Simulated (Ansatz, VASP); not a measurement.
## SnSe2 in VASP and in Ansatz

INCAR

```
PREC = Accurate
ENCUT = 520
EDIFF = 1E-8
ISMEAR = 0
SIGMA = 0.02
LREAL = F
LASPH = T
NELM = 60
ALGO = Normal
ISIF = 2
LWAVE = F
LCHARG = F
GGA = PS
LEFG = T
```

File KPOINTS:

```
regular mesh
0
Gamma
  8 8 5
```

POSCAR

```
SnSe2
1.0
    3.8110000000      0.0000000000      0.0000000000
   -1.9055000000      3.3004228138      0.0000000000
    0.0000000000      0.0000000000      6.1360000000
Sn Se
1 2
Direct
    0.0000000000      0.0000000000      0.0000000000
    0.6666666667      0.3333333333      0.7510000000
    0.3333333333      0.6666666667      0.2490000000
```

File input.yaml:

```yaml
crystal:
  lattice:
    - [3.811, 0.0, 0.0]
    - [-1.9055, 3.3004228138, 0.0]
    - [0.0, 0.0, 6.136]
  atoms:
    - { symbol: Sn, position: [0.0, 0.0, 0.0] }
    - { symbol: Se, position: [0.6666666667, 0.3333333333, 0.751] }
    - { symbol: Se, position: [0.3333333333, 0.6666666667, 0.249] }
hamiltonian:
  xc: pbesol
  pseudopotentials: { kind: paw }
kpoints:
  mp_grid: { grid: [8, 8, 5] }
scf:
  occupations: { method: gaussian, width: 0.02 }
output:
  forces: true
  stress: true
  eigenvalues: true
  write_density: true
  write_potential: true
  elf: true
  volumetric_format: npy
```

Alike in both runs: functional PBEsol; k mesh 8 × 8 × 5; occupations gaussian, width 0.02 eV; no spin polarisation.

```csv
,VASP,Ansatz
version,VASP 6.6.1,Ansatz 0.2.0
potentials or method,"VASP PAW PBE potentials, release 64 (Sn_d, Se)",Ansatz PAW
plane-wave cutoff (eV),520,420
valence electrons in the cell,26,46
task,electric field gradients,single point
```

|  | VASP | Ansatz | Ansatz less VASP |
| --- | --- | --- | --- |
| gap on the k mesh at the Fermi level (eV) | 0.73 | 0.74 | +0.005 |
| least direct gap on the mesh (eV) | 1.00 | 1.01 | +0.009 |
| pressure (GPa) | 2.6 | 2.5 | -0.12 |
| largest component of the traceless stress (GPa) | 1.23 | 1.23 | -0.001 |
| rms of the force components (eV/Å) | 0.293 | 0.283 | -0.0104 |

Atom by atom the forces differ by 0.010 eV/Å (rms over components). The two sets of potentials don't hold the same shells in valence.

Caveats: spin-orbit coupling is left out, which moves the levels of the heavy elements; this functional lacks dispersion, which binds the layers, so the pressure and a relaxed spacing across them are unreliable; the PAW data sets were made with another functional, which shifts forces and pressure a little (VASP); an odd mesh through Γ misses points on the zone boundary, where band edges often lie (VASP); odd divisions of the mesh miss points on the zone boundary, where band edges often lie, so the gap on the mesh can be too wide (Ansatz); the PAW data sets come from PBE, with cores solved anew for the run's functional, which leaves a small shift of forces and pressure (Ansatz).
